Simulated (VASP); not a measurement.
Wanted: the native input for a VASP 6.6.1 run.

```yaml
Task: dielectric tensor
Functional: r2SCAN
Potentials_or_basis: VASP PAW PBE potentials, release 64 (Al, N)
Cutoff: 520 eV
k_mesh: 10 × 10 × 10
Occupations: gaussian, width 0.02 eV
Spin: no spin polarisation
Further_INCAR_settings: ALGO = Normal; EDIFF = 1e-08
```

The structure of AlN lies in POSCAR:

```
AlN
1.0
    0.0000000000      2.0219600000      2.0219600000
    2.0219600000      0.0000000000      2.0219600000
    2.0219600000      2.0219600000      0.0000000000
Al N
1 1
Direct
    0.5000000000      0.5000000000      0.5000000000
    0.0000000000      0.0000000000      0.0000000000
```

Measurements of this composition are mostly on another form, of space group No. 186.

The input as run:

INCAR

```
SYSTEM = AlN
  PREC = Accurate
  ENCUT = 520
  EDIFF = 1E-8
  ISMEAR = 0
  SIGMA = 0.02
  LREAL = .FALSE.
  LASPH = .TRUE.
  NELM = 80
  ALGO = Normal
  ISIF = 2
  LWAVE = .FALSE.
  LCHARG = .FALSE.
  METAGGA = R2SCAN
  LMIXTAU = .TRUE.
  LCALCEPS = .TRUE.
```

KPOINTS

```
Automatic mesh
0
G
  10 10 10
  0 0 0
```

Potentials or basis: VASP PAW PBE potentials, release 64 (Al, N).

Run with:

```console
$ cat potpaw_PBE.64/Al/POTCAR potpaw_PBE.64/N/POTCAR > POTCAR
$ mpirun -np 1 vasp_std > vasp.out
```

It gave:

```yaml
Band_gap_on_the_k_mesh: 5.48 eV, indirect (least direct gap 6.51 eV)
Electronic_dielectric_tensor_diagonal: 4.73
Born_charges_mean_of_the_diagonal: Al +2.94; N -2.94 e
```

Wall time 21 min on 1 thread of AMD EPYC 9R45 96-Core Processor (Zen 5), with other jobs on the host, peak memory 0.28 GiB.
